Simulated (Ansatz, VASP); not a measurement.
# LiF in VASP and in Ansatz

```
CELL_PARAMETERS angstrom
3.36372 0.00000 0.00000
-1.68186 2.91307 0.00000
0.00000 0.00000 3.93483
ATOMIC_POSITIONS crystal
Li 0.33333 0.66667 0.25000
Li 0.66667 0.33333 0.75000
F 0.66667 0.33333 0.25000
F 0.33333 0.66667 0.75000
```

Change from the starting cell: epitaxial_xy strain +2.5%.

Alike in both runs: task single point; functional r2SCAN; k mesh 12 × 12 × 6; no spin polarisation.

|  | VASP | Ansatz |
| --- | --- | --- |
| version | VASP 6.6.1 | Ansatz 0.2.0 |
| potentials or method | VASP PAW PBE potentials, release 64 (Li_sv, F) | plane waves, PAW |
| plane-wave cutoff (eV) | 520 | 500 |
| occupations | gaussian, width 0.01 eV | fixed |
| valence electrons in the cell | 20 | 20 |

Ansatz gave:

* gap on the k mesh at the Fermi level (eV): 8.39

**Question.** What did VASP give for the same quantities?

**Answer.** gap on the k mesh at the Fermi level (eV): 8.50.

 A k mesh can miss the band edges.
